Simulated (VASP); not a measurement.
# Ge (strained diamond), r²SCAN single-point calculation: Ansatz's output and VASP's

```
CELL_PARAMETERS angstrom
0.00000 2.83687 2.83687
2.89361 0.00000 2.83687
2.89361 2.83687 0.00000
ATOMIC_POSITIONS crystal
Ge 0.00000 0.00000 0.00000
Ge 0.25000 0.25000 0.25000
```

Ansatz printed

```
SCF 1 converged in 6 iterations: F = -8605.798014 eV  dr2 = 2.00e-10
  greatest PAW one-centre occupation: 0.998 electrons in one spin orbital (limit 2), on the Ge atom at site 1 (counted from 0), in its partial waves of l = 2
NSCF: frozen V_eff on 7 k-points
SCF converged after 6 iterations
Free energy (F): -8605.798014 eV
Harris-Foulkes:  -8605.798014 eV  (|F-HF|=3.44e-10)
Internal energy: -8605.797966 eV  (E = F + TS)
E sigma→0 (E₀):  -8605.797990 eV
Entropy (-TS):   -0.000048 eV (-0.024 meV/atom)
Fermi energy:    8.126614 eV
--- Per-component energies (eV) ---
  E_band       = -326.690093
  E_kinetic    = 221.410621
  E_local      = -4984.241218  (includes V_loc(G=0)·N_el)
  E_nonlocal   = 839.738066
  E_hartree    = 2187.614144
  E_xc         = -137.890435
  E_vxc        = -135.387397  (∫ρ·V_xc dr)
  E_paw        = -4068.136064  (= ΣΔE_a)
  E_vpaw       = -651.059246  (= ΣTr[D̂ρ^β])
  E_aug_tail   = 0.000033  (compensation charges beyond the density's cutoff)
  E_vtau       = 7.619551  (kinetic-family band-sum trace: ∫τ·v_τ [+ j·A + Jᵃ·Aᵃ] dr)
  E_ewald      = -2662.121582
  E_core_change = -2.171532  (= ΣΔE_core)
  E_smearing   = -0.000048  (= −TS)
  E_closure    = 0.000000  (closes the sum)
  Σ components = -8605.798014   (vs F -8605.798014, Δ=0.00e0)
--- Forces (eV/Å), atoms counted from 1 ---
  atom   1  Ge     0.00000000     0.00000000    -0.00000000
  atom   2  Ge     0.00000000     0.00000000     0.00000000
  max |Σ_I F_I| component: 5.55e-17 eV/Å
--- Stress (GPa, compression-positive) ---
       -2.472101       0.000000       0.000000
        0.000000      -0.797946       0.000000
        0.000000      -0.000000      -0.797946
  P = ⅓ Tr σ = -1.3560 GPa (-13.560 kbar)
--- Band table (eV; the first three rows and the last of 59) ---
  k-point 0: bands = ["-17.3716", "-17.3716", "-17.3669", "-17.3337", "-17.3319", "-17.1335", "-17.1255", "-17.1255", "-17.1146", "-17.1093", "-5.0707", "7.9003", "8.0632", "8.0632", "8.1754", "10.6889", "10.6889", "10.7960"]
  k-point 1: bands = ["-17.3794", "-17.3765", "-17.3674", "-17.3222", "-17.3211", "-17.1407", "-17.1384", "-17.1296", "-17.1033", "-17.1028", "-4.8761", "5.6407", "7.6118", "7.7302", "9.1980", "11.1523", "11.1979", "11.7175"]
  k-point 2: bands = ["-17.3897", "-17.3856", "-17.3617", "-17.3049", "-17.3046", "-17.1522", "-17.1518", "-17.1369", "-17.0954", "-17.0923", "-4.3121", "3.2186", "7.0376", "7.1845", "8.8575", "11.8345", "11.8469", "13.9436"]
  k-point 58: bands = ["-17.4150", "-17.4150", "-17.2721", "-17.2721", "-17.2288", "-17.2288", "-17.2002", "-17.2002", "-17.0639", "-17.0639", "-0.9728", "-0.9728", "4.0923", "4.0923", "12.4161", "12.4161", "12.9056", "12.9056"]
```

Each program uses its own PAW datasets. VASP's cell holds 28 valence electrons and Ansatz's 28. Ansatz's stress includes a Pulay correction; VASP's doesn't.

Problem. What does VASP give for the same cell and level of theory?

Solution. gap between bands v and c 0.08 eV; least direct gap 0.08 eV; pressure -1.3 GPa.

From OUTCAR

```
k-points           NKPTS =     59   k-points in BZ     NKDIM =     59   number of bands    NBANDS=     21

   NELECT =      28.0000    total number of electrons

   dimension x,y,z NGX =    30 NGY =   30 NGZ =   30
   dimension x,y,z NGXF=    60 NGYF=   60 NGZF=   60

  energy-cutoff  :      520.00
  volume of cell :       46.57
      direct lattice vectors                 reciprocal lattice vectors
     0.000000000  2.836873512  2.836873512    -0.172794478  0.176250368  0.176250368
     2.893610982  0.000000000  2.836873512     0.172794478 -0.176250368  0.176250368
     2.893610982  2.836873512  0.000000000     0.172794478  0.176250368 -0.176250368

 k-points in reciprocal lattice and weights: KPOINTS created by Atomic Simulation Env
   0.00000000  0.00000000  0.00000000       0.002
   0.12500000  0.00000000  0.00000000       0.016
   0.25000000  0.00000000  0.00000000       0.016
   0.37500000  0.00000000  0.00000000       0.016
   0.50000000  0.00000000  0.00000000       0.008
   0.12500000  0.12500000  0.00000000       0.008
   0.25000000  0.12500000  0.00000000       0.031
   0.37500000  0.12500000  0.00000000       0.031
   ...

 E-fermi :   4.6295

 k-point     1 :       0.0000    0.0000    0.0000
  band No.  band energies     occupation
      1     -20.9287      2.00000
      2     -20.9286      2.00000
      3     -20.9240      2.00000
      4     -20.8908      2.00000
      5     -20.8891      2.00000
      6     -20.6930      2.00000
      7     -20.6851      2.00000
      8     -20.6851      2.00000
      9     -20.6733      2.00000
     10     -20.6680      2.00000
     11      -8.5547      2.00000
     12       4.4208      1.99994
     13       4.5834      1.81854
     14       4.5835      1.81792
     15       4.6596      0.36356
     16       7.1972      0.00000
     17       7.1973      0.00000
     18       7.3044      0.00000
     19      11.5104      0.00000
     20      14.1824      0.00000
     21      14.5913      0.00000

 k-point     2 :       0.1250    0.0000    0.0000
  band No.  band energies     occupation
      1     -20.9364      2.00000
      2     -20.9335      2.00000
      3     -20.9245      2.00000
      4     -20.8795      2.00000
      5     -20.8784      2.00000
      6     -20.6999      2.00000
      7     -20.6974      2.00000
      8     -20.6891      2.00000
      9     -20.6626      2.00000
     10     -20.6620      2.00000
     11      -8.3602      2.00000
     12       2.1498      2.00000
     13       4.1312      2.00000
     14       4.2495      2.00000
     15       5.6946      0.00000
     16       7.6613      0.00000
     17       7.7067      0.00000
     18       8.2251      0.00000
     19      12.4053      0.00000
     20      13.3920      0.00000
     21      13.6804      0.00000

 k-point     3 :       0.2500    0.0000    0.0000
  band No.  band energies     occupation
      1     -20.9466      2.00000
      2     -20.9426      2.00000
      3     -20.9189      2.00000
      4     -20.8623      2.00000
      5     -20.8620      2.00000
      6     -20.7109      2.00000
      7     -20.7106      2.00000
      8     -20.6963      2.00000
      9     -20.6549      2.00000
     10     -20.6520      2.00000
     11      -7.7965      2.00000
     12      -0.2694      2.00000
     13       3.5563      2.00000
     14       3.7031      2.00000
     15       5.3565      0.00000
     16       8.3446      0.00000
     17       8.3570      0.00000
     18      10.4461      0.00000
     19      13.0409      0.00000
     20      13.3040      0.00000
     21      13.3448      0.00000

 k-point     4 :       0.3750    0.0000    0.0000
  band No.  band energies     occupation
      1     -20.9521      2.00000
      2     -20.9470      2.00000
      3     -20.9129      2.00000
      4     -20.8519      2.00000
      5     -20.8517      2.00000
      6     -20.7179      2.00000
      7     -20.7163      2.00000
      8     -20.7031      2.00000
      9     -20.6517      2.00000
     10     -20.6463      2.00000
     11      -6.9740      2.00000
     12      -2.2638      2.00000
     13       3.1436      2.00000
     14       3.3163      2.00000
     15       5.0009      0.00000
     16       8.4943      0.00000
     17       8.5804      0.00000
     18      12.2335      0.00000
     19      13.2733      0.00000
     20      14.4438      0.00000
     21      14.5490      0.00000

 ...

  Total       -0.6963913     -0.2204268     -0.2204268      0.0000000      0.0000000      0.0000000
  in kB      -23.9559757     -7.5827166     -7.5827166      0.0000000      0.0000000      0.0000000
  external PRESSURE =     -13.0404697 kB  Pullay stress =       0.0000000 kB

 POSITION                                       TOTAL-FORCE (eV/Angst)
 -----------------------------------------------------------------------------------
      0.00000      0.00000      0.00000        -0.000000      0.000000      0.000000
      1.44681      1.41844      1.41844         0.000000     -0.000000     -0.000000
 -----------------------------------------------------------------------------------
    total drift:                                0.000000      0.000000      0.000000

  FREE ENERGIE OF THE ION-ELECTRON SYSTEM (eV)
  ---------------------------------------------------
  free  energy   TOTEN  =       -27.7294151602 eV

  energy  without entropy=      -27.7293304831  energy(sigma->0) =      -27.72937282
```
